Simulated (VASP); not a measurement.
A run of VASP 6.6.1 is set up as follows.

Contents of INCAR:

```
SYSTEM = CdTe4
  ALGO = Fast
  EDIFF = 1E-6
  EDIFFG = -0.04
  ENCUT = 600
  GGA = PE
  IBRION = 2
  ISIF = 3
  ISMEAR = 0
  LASPH = .True.
  LCHARG = .False.
  LREAL = .False.
  LWAVE = .False.
  NELM = 100
  NSW = 90
  PREC = Accurate
  SIGMA = 0.1
```

File KPOINTS:

```
k-points
0
Gamma
  4 4 4
  0 0 0
```

The input POSCAR:

```
CdTe4
1.0
    5.5984600100      0.0000000000      0.0000000000
    0.0000000000      5.5984600100      0.0000000000
    0.0000000000      0.0000000000      5.5984600100
Cd Te
1 4
Direct
    0.0000000000      0.0000000000      0.0000000000
    0.0000000000      0.5000000000      0.5000000000
    0.5000000000      0.0000000000      0.5000000000
    0.5000000000      0.5000000000      0.0000000000
    0.5000000000      0.5000000000      0.5000000000
```

Potentials or basis: VASP PAW PBE potentials, release 64 (Cd, Te).

Command:

```bash
$ cat potpaw_PBE.64/Cd/POTCAR potpaw_PBE.64/Te/POTCAR > POTCAR
$ mpirun -np 1 vasp_std > vasp.out
```

(1) Estimate the band gap on the k mesh.

(2) Estimate the space group after relaxing (to 0.05 Å).

Results:

(1) none (metal or under the smearing width).

(2) Pm-3m (No. 221).
